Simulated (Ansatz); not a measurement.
Na: clamped-ion strain scan

Computed with DFT PBE, scalar-relativistic, plane waves, PAW in Ansatz 0.2.0. Cutoff 420 eV, Γ-centred 16×16×16 k-points, Gaussian smearing of 0.15 eV. No spin polarisation. Energies are free energies at this smearing, counted from the undisturbed cell; pressure is positive in compression.

Reference structure (as given, not relaxed at this level; it stands at -0.2 GPa):

```yaml
crystal:
  lattice:
    - [-2.11750, 2.11750, 2.11750]
    - [2.11750, -2.11750, 2.11750]
    - [2.11750, 2.11750, -2.11750]
  atoms:
    - { symbol: Na, position: [0.00000, 0.00000, 0.00000] }
```

The cell is strained by ε times the Voigt pattern (0, 1, 0, 0, 0, 0) (xx, yy, zz, yz, xz, xy; engineering shear) with fractional coordinates fixed. The cell is metallic on the mesh throughout.

(ε, ΔE (meV/atom)): (-0.0200, -0.6), (-0.0150, -0.5), (-0.0100, -0.4), (-0.0050, -0.2), (0.0000, 0.0), (0.0050, 0.3), (0.0100, 0.6), (0.0150, 0.9), (0.0175, 1.1), (0.0200, 1.3)